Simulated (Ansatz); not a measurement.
# TiGe2N4 monolayer in a perpendicular field, part 2 of 2

Aim: how the TiGe2N4 monolayer screens a field along its normal, and what the field does to its bands. A positive field points along +c.

Ansatz 0.2.0; plane-wave DFT, PBE-D3(BJ), Ansatz PAW (set soft_1); PAW set soft_1.

So far. Step 2 (Relaxation): The lattice constant a goes from 3.020 to 3.037 Å.

## (3) Single point, field 0

A sawtooth potential applies the field, turning back in the middle of the vacuum. With the dipole correction the typed value is the field outside the slab. The induced dipole is small, so the SCF threshold is tight.

The cell differs from the one that the last finished run ended in (c 45.602 → 25.293 Å).

input.yaml reads:

```yaml
crystal:
  lattice:
    - [3.0369431322, 0.0, 0.0]
    - [-1.5184715661, 2.6300699023, 0.0]
    - [0.0, 0.0, 25.2929440982]
  atoms:
    - { symbol: "N", position: [0.0, 0.0, 0.3558304626] }
    - { symbol: Ge, position: [0.3333333333, 0.6666666667, 0.3804992729] }
    - { symbol: "N", position: [0.3333333333, 0.6666666667, 0.4546978905] }
    - { symbol: Ti, position: [0.0, 0.0, 0.5] }
    - { symbol: "N", position: [0.3333333333, 0.6666666667, 0.5453021095] }
    - { symbol: Ge, position: [0.3333333333, 0.6666666667, 0.6195007271] }
    - { symbol: "N", position: [0.0, 0.0, 0.6441695374] }
kpoints:
  mp_grid: { grid: [18, 18, 1] }
  band_path:
    path: [[0, 0, 0], [0.5, 0, 0], [0.33333333, 0.33333333, 0], [0, 0, 0]]
    npoints: 16
hamiltonian:
  xc: pbe
  dispersion: d3bj
  pseudopotentials: { kind: paw, azcp: { folder: soft_1 } }
scf:
  occupations: { method: fermi_dirac, width: 0.02585 }
  convergence: { dr2_threshold: 1.0e-10 }
efield:
  axis: 3
  dipole_correction: true
  ramp_position: 0.97
  ramp_width: 0.06
  amplitude: 0
output:
  dos: { projected: true, e_range: [-6, 5] }
  write_potential: true
  write_density: true
  volumetric_format: npy
  elf: true
```

Run with:

```console
$ ansatz run input.yaml --threads 2 --pin off --max-ram 3072MiB --backend cpu --events-out ev --progress --plain --runs-dir out
```

Numbers of over 12 decimals in the logs are rounded to 6 here.

What it wrote:

```text
[...]
Crystal: 7 atoms, lattice volume = 202.024 Å³
Basis set: ecut = 420 eV, 3913 PW (Γ)
Bands: 37, of which v1, the nominal top of the filled ones, is band 30 counted from 1 (29 counted from 0)
Symmetry: 6 space group operations
k-points: 37 of 324 (time reversal used)
[...]
SCF iter   1: F=—  HF=-12638.395534 eV  |F-HF|=—  |Δ(HF+E_count)|=         —  Δρ=1.20e-1  dr2=3.38e1  ethr=3.10e-3  p=0.000 e·Å  D=1.25e-14 V/Å  ΔV_dip=-0.00 eV  dr2_dipole=9.34e-8  V_vac-E_F(+/−)=9.09/9.09 eV  ⟨swp⟩=8.7  Hψ=6577  notcnv=0
efield: sawtooth ramp at fractional position 0.9700 (set: `efield.ramp_position`, or a place that a band, a saddle search or an elastic batch's reference lends), width 0.0600; the density the first Hamiltonian is built on has a dipole p = 0.000 e·Å; the dipole correction subtracts the counter field D = 1.25e-14 V/Å, which shifts the + side's vacuum level by -0.00 eV against the − side's; the planar-averaged density in the ramp window peaks in size at 3.3e-7 e/Å³
[...]
SCF iter   2: F=—  HF=-12642.679582 eV  |F-HF|=—  |Δ(HF+E_count)|=    4.28e0  Δρ=2.45e-1  dr2=2.29e2  ethr=3.10e-3  p=-0.000 e·Å  D=-2.05e-4 V/Å  ΔV_dip=0.01 eV  dr2_dipole=1.93e-4  V_vac-E_F(+/−)=8.12/8.11 eV  ⟨swp⟩=4.5  Hψ=3895  notcnv=0  defer=82  recentre
[...]
SCF iter  17: F=-12629.774421 eV  HF=-12629.774421 eV  |F-HF|=7.28e-12  |Δ(HF+E_count)|=  3.67e-10  Δρ=1.30e-7  dr2=5.18e-11  ethr=1.00e-12  p=0.000 e·Å  D=2.09e-7 V/Å  ΔV_dip=-0.00 eV  dr2_dipole=4.44e-12  V_vac-E_F(+/−)=6.24/6.24 eV  ⟨swp⟩=12.6  Hψ=5116  notcnv=0
SCF 1 converged in 17 iterations: F = -12629.774421 eV  dr2 = 5.18e-11
[...]
NSCF: frozen V_eff on 49 k-points
efield: sawtooth ramp at fractional position 0.9700 (kept from the solve that this one continues, or follows in the run), width 0.0600; the density the first Hamiltonian is built on has a dipole p = 0.000 e·Å; the dipole correction subtracts the counter field D = 2.09e-7 V/Å, which shifts the + side's vacuum level by -0.00 eV against the − side's; the planar-averaged density in the ramp window peaks in size at 6.4e-7 e/Å³
[...]
SCF converged after 17 iterations
Free energy (F): -12629.774421 eV
[...]
Internal energy: -12629.774421 eV  (E = F + TS)
E sigma→0 (E₀):  -12629.774421 eV
Fermi energy:    0.419026 eV
Dipole field:    D = -0.000003 V/Å  (p = -0.000003 e·Å, saw-weighted, corrected)
Work function:   Φ+ = 6.2388 eV   Φ− = 6.2388 eV
Levels:          The Fermi level and band energies are counted from a zero that moves with the ramp; work functions are not
[...]
--- Band table (eV; the first three rows and the last of 37) ---
  k-point 0: bands = [... 26 lower, -1.7408, -0.7964, -0.7964, -0.4011, 1.6538, 3.1722, 3.3306, 3.8715, ... 3 higher]
  k-point 1: bands = [... 26 lower, -1.7773, -0.8939, -0.8447, -0.3008, 1.7731, 3.2668, 3.2698, 3.9294, ... 3 higher]
  k-point 2: bands = [... 26 lower, -1.8311, -1.0707, -0.9789, -0.2217, 1.8885, 3.2281, 3.3697, 4.0940, ... 3 higher]
  k-point 36: bands = [... 26 lower, -2.5052, -2.2458, -1.0598, -0.5036, 1.4370, 2.5511, 4.1224, 4.5399, ... 3 higher]
```

The job ended after 32 s (2 threads of Arm Neoverse V2, shared host; peak memory 0.61 GiB; 63 s of CPU time).

Numbers from this step:

```yaml
gap_on_the_k_mesh: 1.309 eV
dipole_along_the_normal: -2.92e-6 e·Å
gap_along_the_path: 1.304 eV
smallest_direct_gap_along_the_path: 1.834 eV
ionisation_energy_upper_face: 6.875 eV
electron_affinity_upper_face: 5.571 eV
gap_the_smaller_of_path_and_mesh: 1.304 eV
```

Running mean over a fixed 2.7 Å (it still follows the layers) of the planar mean; the ramp of the sawtooth is left out. Table of electron's electrostatic potential energy less the Fermi level by z:

```
z (Å)  electron's electrostatic potential energy less the Fermi level (eV)
  3.5                                                                 6.24
  4.0                                                                 6.24
  4.5                                                                 6.24
  5.0                                                                 6.24
  5.5                                                                 6.24
  6.0                                                                 6.22
  6.5                                                                 6.16
  7.0                                                                 5.81
  7.5                                                                 4.04
  8.0                                                                0.463
  8.5                                                                -2.71
  9.0                                                                -5.08
  9.5                                                                -6.12
 10.0                                                                -6.51
 10.5                                                                -5.72
 11.0                                                                -5.17
 11.5                                                                -6.11
 12.0                                                                -7.63
 12.5                                                                -8.95
 13.0                                                                -8.54
 13.5                                                                -6.94
 14.0                                                                -5.62
 14.5                                                                -5.19
 15.0                                                                -6.21
 15.5                                                                -6.43
 16.0                                                                -5.83
 16.5                                                                -4.22
 17.0                                                                -1.52
 17.5                                                                 2.02
 18.0                                                                 5.06
 18.5                                                                 6.02
 19.0                                                                 6.20
 19.5                                                                 6.23
 20.0                                                                 6.24
 20.5                                                                 6.24
 21.0                                                                 6.24
 21.5                                                                 6.24
 22.0                                                                 6.24
```

The density of states has structure finer than the step of the table below, so its rows give means over 0.25 eV, whole bins alone (the curve runs from -6 to 2.66 eV). Peaks (eV: height): -5.120: 8.61, -4.480: 9.89, -4.020: 12.0, -2.250: 13.8, -1.950: 8.57, -1.530: 15.5, 0.700: 16.7.

Table of density of states by energy, zero at the Fermi level of the run, which the smearing sets inside the gap; means over each step:

```
energy (eV)  density of states (states/eV a cell)
      -5.75                                  2.38
      -5.50                                  3.84
      -5.25                                  2.62
      -5.00                                  3.68
      -4.75                                  2.17
      -4.50                                  4.26
      -4.25                                  3.47
      -4.00                                  7.46
      -3.75                                  2.50
      -3.50                                  2.27
      -3.25                                  3.40
      -3.00                                  2.87
      -2.75                                  2.79
      -2.50                                  3.60
      -2.25                                  7.85
      -2.00                                  5.01
      -1.75                                  5.52
      -1.50                                  6.70
      -1.25                                  3.65
      -1.00                                  2.05
      -0.75                                  1.95
      -0.50                                0.0645
      -0.25                                     0
       0.00                                     0
       0.25                                     0
       0.50                                     0
       0.75                                  5.97
       1.00                                  1.34
       1.25                                 0.739
       1.50                                 0.543
       1.75                                     0
       2.00                                1.1e-4
       2.25                                 0.491
       2.50                                 0.828
```

Projected DOS per atom over height of the atomic layer and energy from the Fermi level. Layers: N Ge N Ti N Ge N from below.

Ten even steps from '0' (0.00 states/eV) to '9' (3.24 states/eV), each cell a mean:
```
0002000
0000000
0000000
0002000
0009000
0001000
0000000
0000000
0000000
2010102
3042403
2042402
3042403
1021201
1011101
1011101
2021202
2121212
1010101
1110111
1110111
1000001
```
Columns: height of the atomic layer (Å) from 9 to 16.3 (not evenly spaced); rows upwards: energy from the Fermi level (eV) from -5.96 to 2.59.

The electronic bands at the labelled points (eV, zero at the Fermi level of the run, which the smearing sets inside the gap):

```
  point  band 27  band 28  band 29  band 30  band 31  band 32  band 33  band 34
      Γ    -2.16    -1.22    -1.22    -0.82     1.23     2.75     2.91     3.45
halfway    -2.08    -1.96    -1.92    -0.91     0.96     2.99     3.15     3.38
      M    -2.39    -1.74    -1.59    -1.35     0.67     2.95     3.06     3.28
halfway    -2.24    -2.20    -1.53    -1.21     0.78     2.55     3.39     4.05
      K    -2.92    -2.66    -1.48    -0.92     1.02     2.13     3.70     4.12
halfway    -2.28    -1.85    -1.59    -1.02     0.82     3.16     3.26     3.32
      Γ    -2.16    -1.22    -1.22    -0.82     1.23     2.75     2.91     3.45
```

ELF in the ca plane at fractional y = 0.667, with atoms of Ge and N within 0.2 Å of it. It is the smooth field of the valence electrons, not physical close to the nuclei.

Values, 5 rows by 16 columns, each cell a mean:
```
0.00 0.00 0.01 0.15 0.55 0.56 0.15 0.15 0.17 0.15 0.11 0.31 0.61 0.40 0.05 0.00
0.00 0.00 0.00 0.08 0.41 0.48 0.25 0.50 0.20 0.37 0.37 0.31 0.52 0.27 0.03 0.00
0.00 0.00 0.00 0.02 0.18 0.23 0.42 0.67 0.45 0.64 0.66 0.26 0.26 0.08 0.00 0.00
0.00 0.00 0.00 0.01 0.16 0.22 0.43 0.53 0.46 0.57 0.64 0.26 0.22 0.07 0.00 0.00
0.00 0.00 0.00 0.05 0.32 0.40 0.33 0.69 0.30 0.56 0.55 0.31 0.43 0.19 0.02 0.00
```
Columns run along c (16.0 Å, from fractional 0.16 to 0.79 of the cell), rows up along a (3.0 Å). Atoms in or near the plane, at fractional coordinates: Ge at (0.38, 0.33), N at (0.45, 0.33), N at (0.55, 0.33), Ge at (0.62, 0.33).

Electrostatic potential energy in the ca plane at fractional y = 0.667, with atoms of Ge and N within 0.2 Å of it. With pseudopotentials it is smooth inside the atoms' cores, unlike the true potential.

Ten even steps from '0' (-35 eV) to '9' (7 eV), each cell a mean:
```
99999999999998778899987446889988878999999999
99999999999998888899986446889988888999999999
99999999999998766789887667889886567899999999
99999999999986333477447887536753335899999999
99999999999984344353003885001533433789999999
99999999999974344352002885000533433689999999
99999999999986333476226887425753335799999999
99999999999998655788887667888876557899999999
```
Columns run along c (16.0 Å, from fractional 0.16 to 0.79 of the cell; values clipped at the 3rd and 97th percentile), rows up along a (3.0 Å). Atoms in or near the plane, at fractional coordinates: Ge at (0.38, 0.33), N at (0.45, 0.33), N at (0.55, 0.33), Ge at (0.62, 0.33).

Valence density in the ca plane at fractional y = 0.667, with atoms of Ge and N within 0.2 Å of it. It is the smooth field of the valence electrons, not physical close to the nuclei.

Values in e/Å³, 5 rows by 16 columns, each cell a mean:
```
 0  0  0  0  0  0  0  0  0  0  0  0  0  0  0  0
 0  0  0  0  0  1  0  0  0  0  0  0  0  0  0  0
 0  0  0  0  0  8  2  2  1  2  1  7  2  0  0  0
 0  0  0  0  0 14  3  3  1  2  2 13  4  0  0  0
 0  0  0  0  0  1  0  1  0  1  1  1  1  0  0  0
```
Columns run along c (16.0 Å, from fractional 0.16 to 0.79 of the cell), rows up along a (3.0 Å). Atoms in or near the plane, at fractional coordinates: Ge at (0.38, 0.33), N at (0.45, 0.33), N at (0.55, 0.33), Ge at (0.62, 0.33).

The gap is 1.30 eV, with the valence edge 6.88 eV and the conduction edge 5.57 eV under the upper vacuum level.

## (4) Atoms held, field 0.1 V/Å

input.yaml, as its differences from that of step 3:

```diff
@@ -28,7 +28,6 @@
   dipole_correction: true
-  ramp_position: 0.97
-  ramp_width: 0.06
-  amplitude: 0
+  ramp_position: 0.9371
+  ramp_width: 0.1257
+  amplitude: 0.1
 output:
-  dos: { projected: true, e_range: [-6, 5] }
   write_potential: true
@@ -36,2 +35 @@
   volumetric_format: npy
-  elf: true
```

What it wrote:

```text
[...]
Crystal: 7 atoms, lattice volume = 202.024 Å³
Basis set: ecut = 420 eV, 3913 PW (Γ)
Bands: 37, of which v1, the nominal top of the filled ones, is band 30 counted from 1 (29 counted from 0)
Symmetry: 6 space group operations
k-points: 37 of 324 (time reversal used)
[...]
k-point 0: bands = [... 26 lower, -1.7366, -0.7965, -0.7965, -0.4011, 1.6534, 3.1682, 3.3342, 3.8714, ... 3 higher]
  k-point 1: bands = [... 26 lower, -1.7741, -0.8940, -0.8448, -0.3008, 1.7728, 3.2437, 3.2924, 3.9293, ... 3 higher]
  k-point 2: bands = [... 26 lower, -1.8300, -1.0707, -0.9790, -0.2217, 1.8883, 3.2246, 3.3723, 4.0932, ... 3 higher]
  k-point 36: bands = [... 26 lower, -2.5054, -2.2459, -1.0611, -0.5023, 1.4369, 2.5509, 4.1222, 4.5398, ... 3 higher]
[key lines of the parts left out:]
SCF converged after 19 iterations
Free energy (F): -12629.776257 eV
Fermi energy:    0.418979 eV
Dipole field:    D = 0.032891 V/Å  (p = 0.036721 e·Å, saw-weighted, corrected)
```

The job ended after 35 s (2 threads; peak memory 0.58 GiB).

The dipole is 0.0367 e·Å, and the gap 1.304 eV.

## (5) Single point, field -0.1 V/Å

input.yaml, as its differences from that of step 4:

```diff
@@ -30,3 +30,3 @@
   ramp_width: 0.1257
-  amplitude: 0.1
+  amplitude: -0.1
 output:
```

What it wrote:

```text
[...]
Crystal: 7 atoms, lattice volume = 202.024 Å³
Basis set: ecut = 420 eV, 3913 PW (Γ)
Bands: 37, of which v1, the nominal top of the filled ones, is band 30 counted from 1 (29 counted from 0)
Symmetry: 6 space group operations
k-points: 37 of 324 (time reversal used)
[...]
k-point 0: bands = [... 26 lower, -1.7368, -0.7966, -0.7966, -0.4013, 1.6532, 3.1680, 3.3341, 3.8712, ... 3 higher]
  k-point 1: bands = [... 26 lower, -1.7743, -0.8941, -0.8450, -0.3010, 1.7726, 3.2435, 3.2922, 3.9291, ... 3 higher]
  k-point 2: bands = [... 26 lower, -1.8302, -1.0709, -0.9791, -0.2219, 1.8881, 3.2244, 3.3722, 4.0930, ... 3 higher]
  k-point 36: bands = [... 26 lower, -2.5056, -2.2461, -1.0613, -0.5025, 1.4367, 2.5507, 4.1220, 4.5396, ... 3 higher]
[key lines of the parts left out:]
SCF converged after 19 iterations
Free energy (F): -12629.776257 eV
Fermi energy:    0.418809 eV
Dipole field:    D = -0.032891 V/Å  (p = -0.036721 e·Å, saw-weighted, corrected)
```

The job ended after 34 s (2 threads; peak memory 0.59 GiB; 67 s of CPU time).

The dipole is -0.0367 e·Å, and the gap 1.304 eV.

## (6) Response, atoms held

This step: plane-wave DFT, PBE-D3(BJ), Ansatz PAW (set soft_1); response to a field along the normal, atoms held; PAW set soft_1 (Ansatz 0.2.0).

The dipoles give the slope, and the difference of two potentials shows where the field is screened.

Numbers from this step:

| Item | Value |
| --- | --- |
| equivalent conductor thickness p/(ε₀AE) | 8.319 Å |
| distance between the outer atoms | 7.293 Å |

Dipole of the cell against applied field:

```
applied field (V/Å)  dipole of the cell (e·Å)
            -0.1000                   -0.0367
             0.0000                   -2.9e-6
             0.1000                    0.0367
```

Local field over the applied field, running mean. From the potentials at -0.1 and 0.1 V/Å; running mean over 2.5 Å. Table of local field over applied field by z:

z (Å), local field over applied field and a bar:
```
        5      0.998 ##############################
        6      0.984 #############################
        7      0.875 ##########################
        8      0.573 #################
        9      0.260 #######
       10      0.132 ###
       11      0.101 ##
       12      0.064 
       13      0.050 
       14      0.095 #
       15      0.121 ##
       16      0.203 #####
       17      0.469 #############
       18      0.800 ########################
       19      0.969 #############################
       20      0.997 ##############################
       21      1.000 ##############################
```

The induced electron density oscillates, so the rows of the table below give means over windows of 1 Å about each position, cut where the curve ends. Its maxima inside the range that stand out by 2 % of the span (Å: e/Å³ per V/Å): 8.3: 0.00379, 9.3: 0.00179, 10.7: 0.00105, 11.5: 0.00169, 13.1: 0.00126, 14.1: 8.7e-5, 15.5: 0.00188, 16.4: -5.8e-4. Its minima: 8.9: 5.8e-4, 9.8: -0.00188, 11.2: -8.7e-5, 12.2: -0.00126, 13.8: -0.00169, 14.6: -0.00105, 16.0: -0.00179, 17.0: -0.00379.

Electrons, planar mean, per unit field. The induced electron density by z; means over each step:

```
z (Å)  induced electron density (e/Å³ per V/Å)
    5                                   7.4e-6
    6                                   8.6e-5
    7                                   7.5e-4
    8                                  0.00303
    9                                  0.00136
   10                                  -6.9e-4
   11                                   6.1e-4
   12                                  -1.2e-4
   13                                   5.1e-4
   14                                  -7.1e-4
   15                                   1.7e-4
   16                                  -5.5e-4
   17                                 -0.00296
   18                                 -0.00130
   19                                  -1.7e-4
   20                                  -1.6e-5
   21                                  -1.5e-6
```

The smaller of the gaps on the path and on the k-mesh, counted as 0 under 0.03 eV. The gap stays at 1.30 eV for applied field from -0.1 to 0.1 V/Å.

By hand: between -0.1 and 0.1 V/Å the dipole changes by 0.07344 e·Å, a slope of 0.3672 e·Å²/V. A perfect conductor of thickness t has p = ε₀AEt, so t = 180.95 × 0.3672 / 7.987 = 8.32 Å (e/ε₀ = 180.95 V·Å, A in Å²).

The induced dipole is that of a conductor 8.32 Å thick.

## (7) What came out

```
gap without field                          : 1.30 eV
ionisation energy, upper face              : 6.88 eV
electron affinity, upper face              : 5.57 eV
equivalent conductor thickness, atoms held : 8.32 Å
```

The induced dipole equals that of a perfect conductor 8.32 Å thick, while the outer atoms lie 7.29 Å apart; an out-of-plane ε follows only once a thickness t is chosen, by 1 − 1/ε = 8.32 Å / t. The gap stays within 0.01 eV of 1.30 eV over the fields run, up to 0.1 V/Å in size. Semilocal functionals give gaps that are too small, and excitons are not included. Spin-orbit coupling is left out. The outer anions sit over the metal atoms, one of several polytypes of such layers and not the lowest for every compound.

[Logs are printed without paths, hosts, clocks, repeated set-up lines and the standing remarks that a program may print on its own settings, such as how far it seeks lower states.]

[Hosts, paths, dates, database ids (printed as entryN), source tags and the programs' standing remarks are cut or masked in the printed files.]

[Maps of the electrostatic potential energy from Ansatz leave out the sawtooth potential of an applied field or a dipole correction, so their vacuum need not be flat; planar profiles and work functions include it.]

[The density of states shown here was stored with 400 of the rows of the run's finer table, so its peaks can read low, often by over a quarter, or be missed, and its means over a window can be off by a tenth or more.]
